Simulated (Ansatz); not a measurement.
Computed with DFT PBE, scalar-relativistic, plane waves, PAW in Ansatz. Settings: cutoff 420 eV, Γ-centred meshes spaced at most about 0.3 Å⁻¹, and about 0.25 Å⁻¹ or finer for metals (2π included), Gaussian smearing. No spin polarisation.

Temperature and zero-point effects are left out.

Question: Which of these relaxed structures of Si3O2 is the lowest in energy?
A. Space group R-3m (No. 166), trigonal, a = 6.175 Å, c = 5.505 Å. Si is surrounded by 2 O at 1.86 Å; O has 3 Si at 1.86 Å.
B. Space group P-3m1 (No. 164), trigonal, a = 2.701 Å, c = 12.521 Å. Si on a site of symmetry -3m has 6 O at 1.81 Å; around Si on a site of symmetry 3m lie 9 Si at 2.62–2.70 Å; O has 3 Si at 1.81 Å.
C. Space group P4mm (No. 99), tetragonal, a = 3.368 Å, c = 5.478 Å. Around Si on its first site lie 4 O at 1.77 Å and 1 Si at 2.36 Å; Si on its second site has 1 Si at 2.36 Å and 4 Si at 2.57 Å; Si on its third site is surrounded by 4 O at 2.32 Å and 4 Si at 2.57 Å; around O lie 2 Si at 1.77 Å and 2 Si at 2.32 Å.
D. Space group P321 (No. 150), trigonal, a = 4.355 Å, c = 5.098 Å. Around Si lie 2 O at 1.91 Å and 4 Si at 2.39 Å; O is surrounded by 3 Si at 1.91 Å.

Answer: B. The next of these, C, lies 0.34 eV/atom higher. Counting O atoms around Si (those within 1.25 times the shortest such distance or 1.15 times the sum of covalent radii, 1.27 where that leaves under three; a plus sign parts nearer from farther groups; the shortest distance is added where it exceeds 1.18 times the sum of covalent radii; a slash parts the counts of unlike sites): B has Si 3+3 from 4.6 Å/6; C has Si 4/4 from 2.3 Å/4+4 from 3.1 Å; A has Si 2; D has Si 2. C holds Si–Si pairs (shortest 2.36 Å); D holds Si–Si nets (shortest 2.39 Å) (bonds between like non-metal atoms; other contacts aren't counted). All come from invented guesses.

Weakly bound directions are ill-defined at this level, which has no dispersion term (P-3m1, P321), and this can change margins and order among such cells. Cells relaxed within their symmetry can be saddle points. Some candidate types were left out of the draw beforehand, so a known form may be missing.
